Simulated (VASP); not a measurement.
**Te: relaxation of cell and atoms with PBE+D3(BJ)**

Crystal: Te.

```
Te
1.0
     4.45400    0.00000    0.00000
    -2.22700    3.85728    0.00000
     0.00000    0.00000    5.92400
Te
3
Direct
  0.26900 0.00000 0.33333
  0.00000 0.26900 0.66667
  0.73100 0.73100 0.00000
```

| Property | Result |
| --- | --- |
| Program | VASP 6.6.1 |
| Task | relaxation of cell and atoms |
| Functional | PBE |
| Dispersion | D3(BJ) |
| Potentials or basis | VASP PAW PBE potentials, release 64 (Te) |
| Cutoff | 400 eV |
| k mesh | 9 × 9 × 6 |
| Occupations | gaussian, width 0.03 eV |
| Spin | no spin polarisation |
| Target pressure | 1 GPa |
| Pressure (GPa) | 1 |
| Further INCAR settings | ALGO = Fast; EDIFF = 1e-07; IBRION = 2; EDIFFG = -0.003; NSW = 60; ISIF = 3 |
| Target pressure | 1 GPa |

* Relaxed volume: 31.18 Å³/atom
* Relaxed cell: a = 4.251 Å, b = 4.251 Å, c = 5.977 Å, α = 90.00°, β = 90.00°, γ = 120.00°
* Space group after relaxing (to 0.05 Å): P3_121 (No. 152)
* Energy change on relaxing (the enthalpy is what falls): -9.7 meV/atom
* Ionic steps: 13
* Pressure after relaxing: 1.0 GPa
* Band gap on the k mesh: none (metal or under the smearing width)
* Dispersion energy per atom: -0.471 eV

Step by step:
```
step  energy change (eV)  largest force (eV/Å)  pressure (GPa)  volume (Å³)
   1              0.0000                0.1656           -0.74       101.78
   2              0.0076                0.4045            1.85        96.45
   3              0.0006                0.3619            1.32        97.37
   4             -0.0152                0.2721            1.34        96.10
   5             -0.0215                0.0819            1.72        92.79
   6             -0.0338                0.0479           -0.17        95.51
   7             -0.0299                0.0331            0.97        93.77
   8             -0.0300                0.0251            0.98        93.74
   9             -0.0299                0.0075            0.99        93.68
  10             -0.0298                0.0036            0.98        93.65
  11             -0.0295                0.0013            0.97        93.62
  12             -0.0285                0.0021            1.06        93.45
  13             -0.0291                0.0004            1.00        93.55
```

Final structure:
```cif
data_structure
_symmetry_space_group_name_H-M 'P 1'
_symmetry_Int_Tables_number 1
_cell_length_a 4.2513
_cell_length_b 4.2513
_cell_length_c 5.9766
_cell_angle_alpha 90.000
_cell_angle_beta 90.000
_cell_angle_gamma 120.000
_cell_volume 93.55
loop_
_atom_site_label
_atom_site_type_symbol
_atom_site_fract_x
_atom_site_fract_y
_atom_site_fract_z
_atom_site_occupancy
Te1 Te 0.28996 0.00000 0.33333 1
Te2 Te 0.00000 0.28996 0.66667 1
Te3 Te 0.71004 0.71004 0.00000 1
```

Levels at points of the mesh, in eV from the Fermi level:
| k point | band 5 | band 6 | band 7 | band 8 | band 9 | band 10 | band 11 | band 12 | band 13 |
| --- | --- | --- | --- | --- | --- | --- | --- | --- | --- |
| (0.00, 0.00, 0.00) | -2.52 | -2.52 | -1.80 | -1.80 | -1.24 | 1.03 | 1.03 | 1.79 | 4.80 |
| (0.00, 0.00, 0.50) | -2.65 | -2.65 | -1.22 | -0.77 | -0.77 | 0.19 | 0.36 | 0.36 | 3.56 |

Run time: 3.6 min on 1 thread of Intel(R) Xeon(R) Platinum 8559C (Emerald Rapids) (shared host), peak memory 0.22 GiB.

Caveat: the cell is relaxed towards a set pressure, so the enthalpy falls and the energy may rise; pairwise dispersion overbinds metals, which lowers pressure and volume. The run has no spin-orbit coupling, so splittings on Te are missing.
